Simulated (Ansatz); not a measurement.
**ZrB2: how well frozen cores do**

Does the method matter for ZrB2? The same cell, functional and mesh are run with all-electron LAPW, PAW on the default files and datasets made for this crystal.

Computed with Ansatz 0.2.0 (DFT LDA, scalar-relativistic, unless a step's input says otherwise).

**1. The structure to begin with**

Symmetry: P6/mmm, No. 191, hexagonal system. Conventional cell: a = 3.165 Å, b = 3.165 Å, c = 3.520 Å, α = 90.00°, β = 90.00°, γ = 120.00°. Around Zr (site symmetry 6/mmm) lie 12 B at 2.54 Å. B (site symmetry -6m2) has 3 B at 1.83 Å and 6 Zr at 2.54 Å in its first shell of neighbours.

As a file:

```
Zr B
1.0
     3.16500    0.00000    0.00000
    -1.58250    2.74097    0.00000
     0.00000    0.00000    3.52000
Zr B
1 2
Direct
  0.00000 0.00000 0.00000
  0.33333 0.66667 0.50000
  0.66667 0.33333 0.50000
```

The cell comes from a crystallographic database entry that wasn't checked; take it as a given geometry, which may be far from equilibrium.

Atoms are numbered in the order of the input: Zr1, B2, B3.

**2. All-electron LAPW**

The input, input.yaml:

```yaml
crystal:
  lattice:
    - [3.1649998255, 0.0, 0.0]
    - [-1.5824999128, 2.7409702519, 0.0]
    - [0.0, 0.0, 3.52]
  atoms:
    - { symbol: Zr, position: [0.0, 0.0, 0.0] }
    - { symbol: B, position: [0.3333333333, 0.6666666667, 0.5] }
    - { symbol: B, position: [0.6666666667, 0.3333333333, 0.5] }
kpoints:
  mp_grid: { grid: [13, 13, 10] }
  band_path:
    path:
      - [0.0, 0.0, 0.0]
      - [0.5, 0.0, 0.0]
      - [0.3333333333, 0.3333333333, 0.0]
      - [0.0, 0.0, 0.0]
      - [0.0, 0.0, 0.5]
      - [0.5, 0.0, 0.5]
      - [0.3333333333, 0.3333333333, 0.5]
      - [0.0, 0.0, 0.5]
      - [0.5, 0.0, 0.5]
    npoints: 14
scf:
  occupations: { method: fermi_dirac, width: 0.03 }
hamiltonian:
  xc: lda
  pseudopotentials: { kind: all_electron, lapw: { basis_error: 0.001 } }
output:
  forces: true
  stress: true
  eigenvalues: true
  fatbands: true
  populations: true
  dos: { projected: true, de: 0.2, e_range: [-14, 8] }
```

Started as:

```bash
ansatz run input.yaml --threads 1 --pin off --max-ram 4096MiB --backend cpu --events-out ev --progress --plain --runs-dir out
```

Standard output:

```text
Zr: projections on atomic orbitals take those of the free atom 1s2 2s2 2p6 3s2 3p6 3d10 4s2 4p6 4d2 5s2, of charge +0.00 (hamiltonian.pseudopotentials.projection_atoms)
B: projections on atomic orbitals take those of the free atom 1s2 2s2 2p1, of charge +0.00 (hamiltonian.pseudopotentials.projection_atoms)
LAPW: plane waves up to 8.656 Å⁻¹, error target 1.0e-3 eV per atom; small_component_spin mean_spin; B in spheres of 0.914 Å, 5 of its electrons in bands, Dirac shells []; Zr in spheres of 1.235 Å, 30 of its electrons in bands, Dirac shells []
Engine: ansatz 0.2.0
Pseudopotentials: kind: all_electron
Pseudopotential: Zr, LAPW, valence charge 30, Koelling and Harmon's equation, gaussian nucleus
Pseudopotential: B, LAPW, valence charge 5, Koelling and Harmon's equation, gaussian nucleus
Functional definition: SPW92
  exchange = slater_x
  correlation = pw_c
Crystal: 3 atoms, lattice volume = 30.537 Å³
Basis set: ecut = 285.4794852928636 eV, 339 PW (Γ), exchange–correlation at level 2
Bands: 24, of which v1, the nominal top of the filled ones, is band 20 counted from 1 (19 counted from 0)
Symmetry: 24 space group operations
Space group: P6/mmm (ITA 191), of the structure as read, at distance tolerance 3.1e-5 Å
k-points: 126 of 1690
Non-local potential: Zr, projectors of the file, none
Non-local potential: B, projectors of the file, none
Initial density: superposition of atomic densities (chi_scale 0.1, normalization cell, long waves kept (reshape's long-wave potential 0.00 eV rms))
Initial wavefunctions: plane waves of lowest kinetic energy (no species holds an atomic orbital)
Functional: x = slater, c = lda
iter 1 solved again at ethr=8.43e-3 eV; its pass at ethr=1.00e-1 eV (dr2=3.37e0 eV) is discarded
SCF iter   1: F=—  HF=-99165.498616 eV  |F-HF|=—  |Δ(HF+E_count)|=         —  Δρ=7.46e-2  dr2=3.38e0  ethr=8.43e-3  ⟨swp⟩=2.0  Hψ=19886  notcnv=0
preconditioner: auto → none  [insulator: Δε(μ)=0.193 eV  Ē_g=17.017 eV  σ=0.030 eV  W_gap=0.63  n_scr=8 (ndim 8)  ℏωp=26.9 eV  f_vac=0.000  D(μ)=0.32/eV (n_scr^D=0)  ε∞_Penn≈3.5]
SCF iter   2: F=—  HF=-99164.511595 eV  |F-HF|=—  |Δ(HF+E_count)|=   9.87e-1  Δρ=2.86e-2  dr2=5.62e-1  ethr=8.43e-3  ⟨swp⟩=3.0  Hψ=9165  notcnv=0
iter 3 solved again at ethr=5.46e-5 eV; its pass at ethr=1.40e-3 eV (dr2=2.18e-2 eV) is discarded
SCF iter   3: F=—  HF=-99164.289238 eV  |F-HF|=—  |Δ(HF+E_count)|=   2.22e-1  Δρ=8.31e-3  dr2=2.19e-2  ethr=5.46e-5  ⟨swp⟩=2.0  Hψ=16132  notcnv=0
SCF iter   4: F=—  HF=-99164.282906 eV  |F-HF|=—  |Δ(HF+E_count)|=         —  Δρ=1.59e-3  dr2=9.68e-4  ethr=5.46e-5  ⟨swp⟩=3.0  Hψ=9287  notcnv=0
the basis was enlarged: its passes take 35.0 KiB over the memory plan, 1 of 1 planned eigensolver slots
SCF iter   5: F=—  HF=-99164.282465 eV  |F-HF|=—  |Δ(HF+E_count)|=   4.40e-4  Δρ=2.49e-4  dr2=8.58e-6  ethr=2.42e-6  ⟨swp⟩=3.0  Hψ=8983  notcnv=0
SCF iter   6: F=—  HF=-99164.282467 eV  |F-HF|=—  |Δ(HF+E_count)|=   1.71e-6  Δρ=4.64e-5  dr2=3.80e-7  ethr=2.15e-8  ⟨swp⟩=2.7  Hψ=8677  notcnv=0
SCF iter   7: F=-99164.282467 eV  HF=-99164.282467 eV  |F-HF|=6.53e-9  |Δ(HF+E_count)|=   1.12e-7  Δρ=4.28e-6  dr2=4.33e-9  ethr=9.50e-10  ⟨swp⟩=2.7  Hψ=8654  notcnv=0
SCF 1 converged in 7 iterations: F = -99164.282467 eV  dr2 = 4.33e-9
NSCF: frozen V_eff on 113 k-points
SCF converged after 7 iterations
Free energy (F): -99164.282467 eV
Harris-Foulkes:  -99164.282467 eV  (|F-HF|=6.53e-9)
Internal energy: -99164.281291 eV  (E = F + TS)
E sigma→0 (E₀):  -99164.281879 eV
Entropy (-TS):   -0.001176 eV (-0.392 meV/atom)
Fermi energy:    17.246796 eV
--- Per-component energies (eV) ---
  E_band       = -4649.388207
  E_kinetic    = 102337.935925
  E_xc         = -3214.688730
  E_electrostatic = -198287.528487  (all electrons and nuclei)
  E_smearing   = -0.001176  (= −TS)
  E_closure    = 0.000000  (closes the sum)
  E_atoms      = -99138.012757  (free atoms, spherical and without spin; not in F)
  Σ components = -99164.282467   (vs F -99164.282467, Δ=0.00e0)
  Basis errors (estimates in eV, not in F): energy 4.6e-4 per atom: plane waves 4.5e-4 (2.5e-4 summed), levels above the bands 1.4e-73, relativity 6.4e-9, radial functions 1.2e-5, core shells 6.8e-12; eigenvalues (radial functions only) 5.6e-6; not estimated: angular momenta, meshes, grids; target (lapw.basis_error) 1.0e-3; muffin-tin radii B 0.914 Å, Zr 1.235 Å
--- Forces (eV/Å), atoms counted from 1 ---
  atom   1  Zr     0.00000000     0.00000000     0.00000000
  atom   2  B     -0.00000000    -0.00000000     0.00000000
  atom   3  B      0.00000000     0.00000000     0.00000000
  max |Σ_I F_I| component: 1.85e-17 eV/Å
--- Stress (GPa, compression-positive) ---
       -7.686525       0.000000       0.000000
        0.000000      -7.686525       0.000000
        0.000000       0.000000      -6.408460
  P = ⅓ Tr σ = -7.2605 GPa (-72.605 kbar)
--- Band table (eV; the first three rows and the last of 126) ---
  k-point 0: bands = ["-379.9081", "-293.5131", "-293.4964", "-293.4964", "-153.9486", "-153.9382", "-151.3230", "-151.3200", "-151.3200", "-151.3067", "-151.3067", "-31.3240", "-9.5697", "-9.0022", "-9.0022", "4.5330", "14.4844", "14.4844", "14.5346", "14.8565", "20.5410", "20.5410", "21.3312", "21.3312"]
  k-point 1: bands = ["-379.9081", "-293.5131", "-293.4964", "-293.4964", "-153.9486", "-153.9382", "-151.3230", "-151.3200", "-151.3200", "-151.3067", "-151.3067", "-31.3220", "-9.6076", "-8.9996", "-8.9996", "4.6846", "13.6250", "14.5792", "14.5792", "15.7190", "19.8181", "19.8181", "21.0240", "21.0240"]
  k-point 2: bands = ["-379.9081", "-293.5131", "-293.4964", "-293.4964", "-153.9486", "-153.9382", "-151.3230", "-151.3200", "-151.3200", "-151.3067", "-151.3067", "-31.3169", "-9.7048", "-8.9928", "-8.9928", "5.1098", "12.5308", "14.8585", "14.8585", "16.7181", "18.8345", "18.8345", "20.2483", "20.2483"]
  k-point 125: bands = ["-379.9081", "-293.5131", "-293.4964", "-293.4964", "-153.9439", "-153.9429", "-151.3230", "-151.3200", "-151.3200", "-151.3067", "-151.3067", "-31.1706", "-9.6854", "-9.6700", "-9.5460", "8.1393", "8.8617", "12.2708", "14.4114", "14.5015", "21.2000", "23.0337", "23.3823", "23.4279"]
--- Löwdin populations: 3 sites ---
  site symbol       q [e]
     0     Zr     39.2736
     1      B      5.3496
     2      B      5.3496
  spilling = 0.000546 (of n_electrons = 50.000000)
```

Wall time 33 s (1 thread of Arm Neoverse V1, shared host); peak memory 0.43 GiB.

Result: pressure -7.26 GPa; no gap.

Levels at the path's labelled points, in eV from the Fermi level:

```
point  band 17  band 18  band 19  band 20  band 21  band 22  band 23
    Γ    -2.76    -2.76    -2.71    -2.39     3.29     3.29     4.08
    M    -8.45    -4.00    -3.15    -2.81     2.15     2.20     4.83
    K    -7.75    -7.03    -2.56    -2.56     1.46     1.46     3.02
    Γ    -2.76    -2.76    -2.71    -2.39     3.29     3.29     4.08
    A    -7.06    -1.08    -1.08     0.19     0.19     0.66     0.66
    L    -6.99    -4.74    -4.25    -2.05     3.65     4.09     5.22
    H    -8.77    -4.99    -2.76    -2.76     4.00     6.02     6.02
    A    -7.06    -1.08    -1.08     0.19     0.19     0.66     0.66
    L    -6.99    -4.74    -4.25    -2.05     3.65     4.09     5.22
```

States per cell in windows of 1 eV (zero at the Fermi level; grid of 0.20 eV, so sharp peaks spill over the borders):

| from | to | total | Zr 4d | B 2p | B 2s |
| --- | --- | --- | --- | --- | --- |
| -10 | -9 | 0.80 | 0.18 | 0.23 | 0.33 |
| -9 | -8 | 0.28 | 0.05 | 0.11 | 0.11 |
| -8 | -7 | 0.67 | 0.12 | 0.33 | 0.19 |
| -7 | -6 | 0.57 | 0.11 | 0.32 | 0.12 |
| -6 | -5 | 0.78 | 0.15 | 0.49 | 0.07 |
| -5 | -4 | 1.24 | 0.27 | 0.85 | 0.06 |
| -4 | -3 | 2.04 | 0.62 | 1.29 | 0.04 |
| -3 | -2 | 1.52 | 0.64 | 0.81 | 0.01 |
| -2 | -1 | 0.83 | 0.57 | 0.24 | 0.00 |
| -1 | 0 | 0.23 | 0.17 | 0.05 | 0.00 |
| 0 | 1 | 0.48 | 0.34 | 0.13 | 0.00 |
| 1 | 2 | 1.11 | 0.72 | 0.31 | 0.04 |
| 2 | 3 | 1.28 | 0.93 | 0.26 | 0.04 |
| 3 | 4 | 1.50 | 1.07 | 0.30 | 0.07 |
| 4 | 5 | 1.92 | 1.33 | 0.35 | 0.15 |

[end of part 1 of 2]
